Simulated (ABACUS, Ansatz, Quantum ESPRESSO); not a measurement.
**Co: equilibrium volume by level of theory**

The structure is hexagonal, space group P6_3/mmc (No. 194). The conventional cell has a = 2.472 Å, b = 2.472 Å, c = 4.021 Å, α = 90.00°, β = 90.00°, γ = 120.00°. Around Co (site symmetry -6m2) lie 12 Co at 2.47 Å.

| rung | level | program and potentials | cutoff (eV) | k mesh | smearing | core time | chip | equilibrium volume (Å³/atom) | notes |
| --- | --- | --- | --- | --- | --- | --- | --- | --- | --- |
| GGA + dispersion | revPBE+D3(BJ) | Ansatz, Ansatz PAW | 420 | 12 × 12 × 7 | fermi-dirac 0.05 | 32 s | Intel Xeon | 10.47 | potentials made for PBE, which Ansatz adapts in part |
| GGA + dispersion | PBE+D3(BJ) | Ansatz, Ansatz PAW | 420 | 12 × 12 × 7 | fermi-dirac 0.05 | 34 s | Intel Xeon | 10.55 | - |
| LDA | LDA | Ansatz, Ansatz PAW | 420 | 12 × 12 × 7 | fermi-dirac 0.05 | 35 s | Arm Neoverse V1 | 10.00 | potentials made for PBE, which Ansatz adapts in part |
| GGA + dispersion | RPBE+D3(BJ) | Ansatz, Ansatz PAW | 420 | 12 × 12 × 7 | fermi-dirac 0.05 | 47 s | Intel Xeon | 9.72 | potentials made for PBE, which Ansatz adapts in part |
| GGA | PBE | Ansatz, Ansatz PAW | 420 | 12 × 12 × 7 | fermi-dirac 0.05 | 47 s | Intel Xeon | 10.87 | - |
| GGA + dispersion | BLYP+D3(BJ) | Ansatz, all-electron LAPW, scalar-relativistic | - | 12 × 12 × 7 | fermi-dirac 0.05 | 1.9 min | Arm Neoverse V2 | 10.57 | - |
| GGA + dispersion | revPBE+D3(BJ) | Ansatz, all-electron LAPW, scalar-relativistic | - | 12 × 12 × 7 | fermi-dirac 0.05 | 2.2 min | Arm Neoverse V2 | 10.46 | - |
| GGA + dispersion | BLYP+D4 | Ansatz, all-electron LAPW, scalar-relativistic | - | 12 × 12 × 7 | fermi-dirac 0.05 | 2.3 min | Arm Neoverse V1 | 10.71 | - |
| GGA + dispersion | PBE+D4 | Ansatz, all-electron LAPW, scalar-relativistic | - | 12 × 12 × 7 | fermi-dirac 0.05 | 2.4 min | Arm Neoverse V1 | 10.57 | - |
| GGA + dispersion | PBEsol+D3(BJ) | Ansatz, all-electron LAPW, scalar-relativistic | - | 12 × 12 × 7 | fermi-dirac 0.05 | 2.4 min | Arm Neoverse V2 | 10.09 | - |
| GGA | PBEsol | Quantum ESPRESSO, GBRV 1.5 PBEsol | 762 | 8 × 8 × 5 | fermi-dirac 0.05 | 3.3 min | Intel Xeon Platinum 8259CL Skylake/Cascade Lake | 10.41 | coarse mesh |
| GGA | PW91 | ABACUS, PseudoDojo NC SR 0.4.1 PBE standard, plane waves | 1320 | 10 × 10 × 6 | fermi-dirac 0.05 | 12 min | AMD EPYC 7R13 Zen 3 | 10.88 | potentials made for PBE |

Times are single runs on shared hosts and different chips, so they are rough; meshes, cutoffs and the tasks' sizes weigh on the time. Task: relaxation of cell and atoms. All rows: collinear spin, ferromagnetic start. Smearing widths are in eV. For a metal such meshes aren't converged. Meshes differ between rows, which moves values too. Meshes are those of the run's cell of 2 atoms unless a note names another. Relaxations start from the cell shown or near it and stop with a little pressure left. Runs on faulty files, with rough fits or with known faults for this quantity aren't shown. No row holds spin-orbit coupling.

By rung: LDA 10.00; GGA + dispersion 9.72 to 10.71; GGA 10.87 to 10.88; GGA on coarse meshes 10.41 (Å³/atom).
